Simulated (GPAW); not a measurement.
# SnSe (Fm-3m) in GPAW: a series of runs, part 2 of 2

GPAW 26.7.0. Earlier steps stand in the parts before.

### Step 4. Relaxation of cell and atoms, PBEsol+D3(BJ)

Contents of run.py:

```python
from ase.calculators.mixing import SumCalculator
from ase.filters import FrechetCellFilter
from ase.io import read, write
from ase.optimize import BFGS
from dftd3.ase import DFTD3
from gpaw import GPAW, PW, setup_paths

setup_paths.insert(0, '.')

atoms = read('POSCAR')

calc = GPAW(mode=PW(600),
            xc='PBEsol',
            kpts={'size': (8, 8, 8), 'gamma': True},
            occupations={'name': 'fermi-dirac', 'width': 0.05},
            nbands=19,
            convergence={'density': 1e-05, 'forces': 0.0001},
            maxiter=150,
            txt='gpaw.txt')
atoms.calc = SumCalculator([calc, DFTD3(method='pbesol', damping='d3bj')])
opt = BFGS(FrechetCellFilter(atoms), trajectory='relax.traj', logfile='-')
done = opt.run(fmax=0.02, steps=100)
calc.write('gs.gpw')
write('result.traj', atoms)
print('Converged:', done)
print('Cell:', atoms.cell.cellpar().round(4))
print('Volume:', round(atoms.get_volume(), 4))
print(atoms.get_scaled_positions().round(5))
```

Contents of POSCAR:

```
SnSe
1.0
    0.0000000000      3.0100000000      3.0100000000
    3.0100000000      0.0000000000      3.0100000000
    3.0100000000      3.0100000000      0.0000000000
Sn Se
1 1
Direct
    0.0000000000      0.0000000000      0.0000000000
    0.5000000000      0.5000000000      0.5000000000
```

Potentials or basis: PAW data sets generated in the run's folder for this functional, pw.

Started as:

```sh
> gpaw-setup -f PBEsol Se Sn
> OMP_NUM_THREADS=1 python run.py
```

It took 71 s on 1 thread of Arm Neoverse V1, shared host; peak memory 0.25 GiB.

Results (log left out):

- Free energy: -9.8737 eV
- Relaxed volume: 25.23 Å³/atom
- Relaxed cell: a = 4.148 Å, b = 4.148 Å, c = 4.148 Å, α = 60.00°, β = 60.00°, γ = 60.00°
- Space group after relaxing (to 0.05 Å): Fm-3m (No. 225)
- Energy gained by relaxing: 27.6 meV/atom
- Ionic steps: 4
- Pressure after relaxing: 0.0 GPa
- Band gap on the k mesh: 0.73 eV, indirect (least direct gap 0.92 eV)
- Dispersion energy per atom: -0.356 eV

The path:
```
step  energy change (eV)  largest force (eV/Å)  pressure (GPa)  volume (Å³)
   1              0.0000                0.0000           -4.05        54.54
   2             -0.0185                0.0000           -3.39        53.74
   3             -0.0547                0.0000            0.40        50.12
   4             -0.0552                0.0000           -0.03        50.47
```

Final structure:
```
CELL_PARAMETERS angstrom
0.00000 2.93314 2.93314
2.93314 0.00000 2.93314
2.93314 2.93314 0.00000
ATOMIC_POSITIONS crystal
Sn 0.00000 0.00000 0.00000
Se 0.50000 0.50000 0.50000
```

Levels at points of the mesh, in eV from the valence-band top:
| k point | band 8 | band 9 | band 10 | band 11 | band 12 | band 13 |
| --- | --- | --- | --- | --- | --- | --- |
| (0.00, 0.00, 0.00) | -2.35 | -2.35 | -2.35 | 4.65 | 4.65 | 4.65 |
| (0.50, 0.50, 0.00) | -5.97 | -3.96 | -3.96 | 2.73 | 5.83 | 5.83 |
| (0.50, 0.50, 0.50) | -2.08 | -2.08 | -0.08 | 0.95 | 1.22 | 1.22 |

Caveat: later steps reuse the first step's grids; spin-orbit coupling is left out, which moves the levels of the heavy elements.

### Step 5. Relaxation of cell and atoms, PBEsol+D4

Changes to run.py since step 4:

```diff
@@ -3,4 +3,4 @@
 from ase.io import read, write
-from ase.optimize import BFGS
-from dftd3.ase import DFTD3
+from ase.optimize import FIRE
+from dftd4.ase import DFTD4
 from gpaw import GPAW, PW, setup_paths
@@ -19,5 +19,5 @@
             txt='gpaw.txt')
-atoms.calc = SumCalculator([calc, DFTD3(method='pbesol', damping='d3bj')])
-opt = BFGS(FrechetCellFilter(atoms), trajectory='relax.traj', logfile='-')
-done = opt.run(fmax=0.02, steps=100)
+atoms.calc = SumCalculator([calc, DFTD4(method='pbesol')])
+opt = FIRE(FrechetCellFilter(atoms), trajectory='relax.traj', logfile='-')
+done = opt.run(fmax=0.02, steps=40)
 calc.write('gs.gpw')
```

POSCAR is that of step 4.

Started as:

```sh
> gpaw-setup -f PBEsol Se Sn
> OMP_NUM_THREADS=1 python run.py
```

Wall time 5.4 min (1 thread of Arm Neoverse V1, shared host); peak memory 0.43 GiB.

Results (log left out):

- Free energy: -9.6429 eV
- Relaxed volume: 25.52 Å³/atom
- Relaxed cell: a = 4.164 Å, b = 4.164 Å, c = 4.164 Å, α = 60.00°, β = 60.00°, γ = 60.00°
- Space group after relaxing (to 0.05 Å): Fm-3m (No. 225)
- Energy gained by relaxing: 18.7 meV/atom
- Ionic steps: 11
- Pressure after relaxing: 0.1 GPa
- Band gap on the k mesh: 0.75 eV, indirect (least direct gap 0.92 eV)
- Dispersion energy per atom: -0.237 eV

The path:
```
step  energy change (eV)  largest force (eV/Å)  pressure (GPa)  volume (Å³)
   1              0.0000                0.0000           -3.29        54.54
   2             -0.0089                0.0000           -2.94        54.09
   3             -0.0225                0.0000           -2.20        53.24
   4             -0.0340                0.0000           -1.10        52.11
   5             -0.0371                0.0000            0.29        50.88
   6             -0.0371                0.0000            0.28        50.89
   7             -0.0371                0.0000            0.26        50.91
   8             -0.0372                0.0000            0.23        50.93
   9             -0.0372                0.0000            0.19        50.96
  10             -0.0373                0.0000            0.15        51.00
  11             -0.0373                0.0000            0.10        51.04
```

Final structure:
```yaml
crystal:
  lattice:
    - [0.00000, 2.94423, 2.94423]
    - [2.94423, 0.00000, 2.94423]
    - [2.94423, 2.94423, 0.00000]
  atoms:
    - { symbol: Sn, position: [0.00000, 0.00000, 0.00000] }
    - { symbol: Se, position: [0.50000, 0.50000, 0.50000] }
```

Levels at points of the mesh, in eV from the valence-band top:
```
           k point  band 7  band 8  band 9  band 10  band 11  band 12  band 13  band 14
(0.00, 0.00, 0.00)   -4.77   -2.29   -2.29    -2.29     4.63     4.63     4.63     5.83
(0.50, 0.00, 0.00)   -8.33   -2.02   -2.02    -0.04     0.93     1.26     1.26     8.41
(0.50, 0.50, 0.00)   -5.94   -5.88   -3.88    -3.88     2.79     5.79     5.79     6.45
(0.50, 0.50, 0.50)   -8.33   -2.02   -2.02    -0.04     0.93     1.26     1.26     8.41
```

Caveat: later steps reuse the first step's grids; spin-orbit coupling is left out, which moves the levels of the heavy elements.

### Step 6. Relaxation of cell and atoms, RPBE+D3(BJ)

Contents of run.py:

```python
from ase.calculators.mixing import SumCalculator
from ase.filters import FrechetCellFilter
from ase.io import read, write
from ase.optimize import BFGS
from dftd3.ase import DFTD3
from gpaw import GPAW, PW

atoms = read('SnSe.xyz')

calc = GPAW(mode=PW(600),
            xc='RPBE',
            kpts={'size': (8, 8, 8), 'gamma': True},
            occupations={'name': 'fermi-dirac', 'width': 0.05},
            nbands=19,
            convergence={'density': 1e-05, 'forces': 0.0001},
            maxiter=150,
            txt='gpaw.txt')
atoms.calc = SumCalculator([calc, DFTD3(method='rpbe', damping='d3bj')])
opt = BFGS(FrechetCellFilter(atoms), trajectory='relax.traj', logfile='-')
done = opt.run(fmax=0.05, steps=60)
calc.write('gs.gpw')
write('result.traj', atoms)
print('Converged:', done)
print('Cell:', atoms.cell.cellpar().round(4))
print('Volume:', round(atoms.get_volume(), 4))
print(atoms.get_scaled_positions().round(5))
```

Contents of SnSe.xyz:

```xyz
2
Lattice="0.0000000000 3.0100000000 3.0100000000 3.0100000000 0.0000000000 3.0100000000 3.0100000000 3.0100000000 0.0000000000" Properties=species:S:1:pos:R:3 pbc="T T T"
Sn     0.0000000000      0.0000000000      0.0000000000
Se     3.0100000000      3.0100000000      3.0100000000
```

Potentials or basis: the program's PAW data sets (release 1.2.1) made for this functional, pw.

Started as:

```sh
> OMP_NUM_THREADS=1 python run.py
```

Run time: 94 s. Hardware: 1 thread of Arm Neoverse V1, shared host; peak memory 0.24 GiB.

The run converged. Its results:

- Free energy: -11.1700 eV
- Relaxed volume: 22.22 Å³/atom
- Relaxed cell: a = 3.976 Å, b = 3.976 Å, c = 3.976 Å, α = 60.00°, β = 60.00°, γ = 60.00°
- Space group after relaxing (to 0.05 Å): Fm-3m (No. 225)
- Energy gained by relaxing: 208.4 meV/atom
- Ionic steps: 5
- Pressure after relaxing: -0.1 GPa
- Band gap on the k mesh: 0.55 eV, indirect (least direct gap 0.64 eV)
- Dispersion energy per atom: -2.037 eV

Step by step:
```tsv
step	energy change (eV)	largest force (eV/Å)	pressure (GPa)	volume (Å³)
1	0.0000	0.0000	-10.94	54.54
2	-0.1375	0.0000	-9.65	52.41
3	-0.3778	0.0000	5.31	41.98
4	-0.4154	0.0000	-0.95	44.93
5	-0.4169	0.0000	-0.06	44.44
```

Final structure:
```
Sn Se
1.0
     0.00000    2.81128    2.81128
     2.81128    0.00000    2.81128
     2.81128    2.81128    0.00000
Sn Se
1 1
Direct
  0.00000 0.00000 0.00000
  0.50000 0.50000 0.50000
```

Levels at points of the mesh, in eV from the valence-band top:
| k point | band 7 | band 8 | band 9 | band 10 | band 11 | band 12 | band 13 | band 14 |
| --- | --- | --- | --- | --- | --- | --- | --- | --- |
| (0.00, 0.00, 0.00) | -4.50 | -3.18 | -3.18 | -3.18 | 4.83 | 4.83 | 4.83 | 5.25 |
| (0.50, 0.50, 0.00) | -7.37 | -6.35 | -5.05 | -5.05 | 1.95 | 6.30 | 6.30 | 7.10 |
| (0.50, 0.50, 0.50) | -9.59 | -2.86 | -2.86 | -0.46 | 0.74 | 0.74 | 1.20 | 8.57 |

Caveat: later steps reuse the first step's grids; the volume moved by over 15 % at a fixed basis, so the end points are rough; spin-orbit coupling is left out, which moves the levels of the heavy elements; the volume moved by -19 % from the deposited cell, more than functionals usually miss. A k mesh can miss the band edges.

### Step 7. Summary

```tsv
level	potentials or basis	cell	optimizer	fmax	max steps	target pressure	gap on the mesh (eV)	pressure (GPa)	relaxed volume (Å³/atom)
RPBE	the program's PAW data sets (release 1.2.1) made for this functional, pw	relaxed	BFGS	0.05 eV/Å	60	-	0.35	0.1	28.58
revPBE	the program's PAW data sets (release 1.2.1) made for this functional, pw	relaxed to 10 GPa	BFGS	0.02 eV/Å	100	10 GPa	0.72	9.9	-
PBEsol+D3(BJ)	PAW data sets generated in the run's folder for this functional, pw	relaxed	BFGS	0.02 eV/Å	100	-	0.73	0.0	25.23
PBEsol+D4	PAW data sets generated in the run's folder for this functional, pw	relaxed	FIRE	0.02 eV/Å	40	-	0.75	0.1	25.52
RPBE+D3(BJ)	the program's PAW data sets (release 1.2.1) made for this functional, pw	relaxed	BFGS	0.05 eV/Å	60	-	0.55	-0.1	22.22
```

Alike in all rows: task relaxation of cell and atoms; no spin polarisation; k mesh 8 × 8 × 8; cutoff (eV) 600; smearing fermi-dirac 0.05 eV.

Caveats: later steps reuse the first step's grids; spin-orbit coupling is left out, which moves the levels of the heavy elements; the volume moved by over 15 % at a fixed basis, so the end points are rough (some runs); the volume moved by -19 % from the deposited cell, more than functionals usually miss (some runs).

Total energies depend on the potentials used, so only differences within one code and one set of settings carry meaning.
